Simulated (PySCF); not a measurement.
This PySCF input asks for the NMR shieldings of `CCCCO`, C4H10O; the geometry comes from PBE0-D3(BJ)/def2-SVP.

```python
import basis_set_exchange as bse
import numpy as np
from pyscf import gto, dft
from pyscf.prop import nmr

atoms = """
C    -2.190978    0.088678    0.368669
C    -0.861212    0.008186   -0.363835
C     0.338375    0.007355    0.571251
C     1.665735   -0.075544   -0.149716
O     2.695170   -0.053335    0.803029
H    -2.321264   -0.765866    1.051976
H    -3.040953    0.088695   -0.330567
H    -2.257307    1.006168    0.975136
H    -0.775985    0.854724   -1.068565
H    -0.839299   -0.903145   -0.987932
H     0.338533    0.918391    1.194426
H     0.272667   -0.842240    1.272931
H     1.747651    0.771547   -0.862740
H     1.691626   -1.004057   -0.758420
H     3.537242   -0.099564    0.341907
"""
names = dict.fromkeys(["C", "O", "H"], "pcSseg-2")
basis = {el: gto.basis.parse(bse.get_basis(n, elements=[el], fmt="nwchem")) for el, n in names.items()}
mol = gto.M(atom=atoms, basis=basis, charge=0, verbose=0)
mf = dft.RKS(mol, xc="HYB_GGA_XC_WP04")
mf.grids.level = 2
mf.grids.alignment = dft.numint.BLKSIZE   # the property module wants whole blocks of grid points
mf.conv_tol = 1e-9
mf.kernel()

calc = nmr.RKS(mf)   # GIAO
C = mf.mo_coeff
Co = C[:, mf.mo_occ > 0]
resp = mf.gen_response(singlet=True, hermi=2)
def vind(x):   # induced exchange potential for any number of trial vectors
    d = np.einsum("pi,xij,qj->xpq", C, 2 * x.reshape(-1, C.shape[1], Co.shape[1]), Co, optimize=True)
    return np.einsum("xpq,pi,qj->xij", resp(d - d.transpose(0, 2, 1)), C, Co, optimize=True).ravel()
mo1, _ = nmr.rhf.solve_mo1(calc, with_cphf=vind)
sigma = calc.kernel(mo1)
for i, s in enumerate(sigma):   # ppm
    w = np.linalg.eigvalsh((s + s.T) / 2)
    print("%2d %-2s iso %8.1f  s11 %8.1f  s22 %8.1f  s33 %8.1f" % (i, mol.atom_pure_symbol(i), w.mean(), *w))
```

Question: What are the results?

Answer: 
```
 0 C  iso    153.9  s11    143.1  s22    147.0  s33    171.4
 1 C  iso    146.7  s11    137.7  s22    145.4  s33    156.9
 2 C  iso    133.7  s11    111.4  s22    132.8  s33    157.0
 3 C  iso    101.7  s11     74.3  s22     86.0  s33    144.8
 4 O  iso    285.7  s11    245.5  s22    251.1  s33    360.5
 5 H  iso     30.7  s11     27.1  s22     29.0  s33     36.0
 6 H  iso     30.5  s11     26.6  s22     28.0  s33     36.9
 7 H  iso     30.7  s11     27.1  s22     29.0  s33     36.0
 8 H  iso     30.5  s11     25.9  s22     30.4  s33     35.2
 9 H  iso     30.5  s11     25.9  s22     30.4  s33     35.2
10 H  iso     30.1  s11     26.4  s22     30.5  s33     33.4
11 H  iso     30.1  s11     26.4  s22     30.5  s33     33.4
12 H  iso     28.2  s11     23.8  s22     29.4  s33     31.3
13 H  iso     28.2  s11     23.8  s22     29.3  s33     31.3
14 H  iso     31.2  s11     21.8  s22     27.5  s33     44.3
```

These numbers come from an equivalent density-fitted implementation of the same equations, which agrees with the script to about 0.01 ppm for H and up to a few tenths of a ppm for heavy atoms, so last digits may differ.

Question: Turn these shieldings into chemical shifts. δ = σ(ref) − σ, references computed at the same level: TMS for ¹³C (σref 172.10), ¹H (σref 31.61); ¹⁷O (σref 314.06) against H2O.

Answer: Averaging equivalent atoms: C 3: 70.4; C 2: 38.4; C 1: 25.4; C 0: 18.2; O 4: 28.4; H 12/13: 3.44; H 10/11: 1.51; H 8/9: 1.13; H 5/6/7: 0.97; H 14: 0.42 ppm. Experimental scales use liquid or dissolved standards, which lie at an offset from isolated H2O (liquid H2O: subtract about 36 ppm).

Size and cost of the density-fitted run: 320 basis functions, 32 s wall time on 1 thread of an x86-64 server CPU, shared host.
